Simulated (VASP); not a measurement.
CdS (Greenockite):

```
Cd S
1.0
     4.15000    0.00000    0.00000
    -2.07500    3.59401    0.00000
     0.00000    0.00000    6.73700
Cd S
2 2
Direct
  0.66667 0.33333 0.50000
  0.33333 0.66667 0.00000
  0.66667 0.33333 0.87500
  0.33333 0.66667 0.37500
```

Base run:

```yaml
Program: VASP 6.6.1
Functional: LAK
Potentials_or_basis: VASP PAW PBE potentials, release 64 (Cd, S)
Cutoff: 520 eV
k_mesh: 7 × 7 × 4
Occupations: fermi-dirac, width 0.05 eV
Spin: no spin polarisation
```

Its results: band gap on the k mesh 2.01 eV, direct.

Task: After a change of settings the same cell gave: band gap on the k mesh 2.71 eV, direct. Which change was it?
A. functional from LAK to TPSS; further incar settings from ALGO = Normal; EDIFF = 1e-07 to ALGO = Normal; EDIFF = 1e-06; NBANDS = 26
B. functional from LAK to rSCAN; further incar settings from ALGO = Normal; EDIFF = 1e-07 to ALGO = Normal; EDIFF = 1e-07; NBANDS = 26
C. functional from LAK to r2SCAN
D. functional from LAK to TB-mBJ

Result: D.

Not every run made on this cell is shown here.
